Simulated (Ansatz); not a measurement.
## Ti under changes of volume

One of the cells (17.020 Å³/atom); the others are scaled copies at fixed shape and fractional positions:

```xyz
3
Lattice="4.5674 0.0000 0.0000 -2.2837 3.9555 0.0000 0.0000 0.0000 2.8262" Properties=species:S:1:pos:R:3 pbc="T T T"
Ti    2.2837    1.3185    1.4131
Ti    0.0000    2.6370    1.4131
Ti    0.0000    0.0000    0.0000
```

This isn't the form of Ti at room conditions, which is hcp.

```yaml
Program: Ansatz 0.2.0
Functional: PBEsol
Potentials_or_basis: all-electron LAPW, scalar-relativistic
Cutoff: 242 eV (chosen from the basis error)
Basis_error_allowed: 0.002 eV/atom
k_mesh: 7 × 7 × 9
Occupations: fermi-dirac, width 0.05 eV
Spin: no spin polarisation
```

```tsv
volume (Å³/atom)	energy over the lowest point (meV/atom)	pressure (GPa)
15.999	4.86	3.7
16.339	0.00	1.0
16.679	0.63	-1.5
17.020	6.26	-3.7
17.360	16.43	-5.8
17.701	30.73	-7.6
18.041	?	?
```

Question: What does the run at 18.041 Å³/atom give?

Answer: Energy over the lowest point 48.79 meV/atom; pressure -9.3 GPa.

Worked out: A Birch-Murnaghan fit of order 3 (a polynomial in V^(-2/3)) to the other rows has its minimum at 16.47 Å³/atom with B0 = V·E''(V) = 121 GPa and B' = 3.7 at fixed shape and positions, which overstates the stiffness. It gives 48.74 meV/atom at 18.041 Å³/atom, against the run's 48.79, and -dE/dV = -9.3 GPa, against -9.3.

Energies are extrapolated to zero smearing.
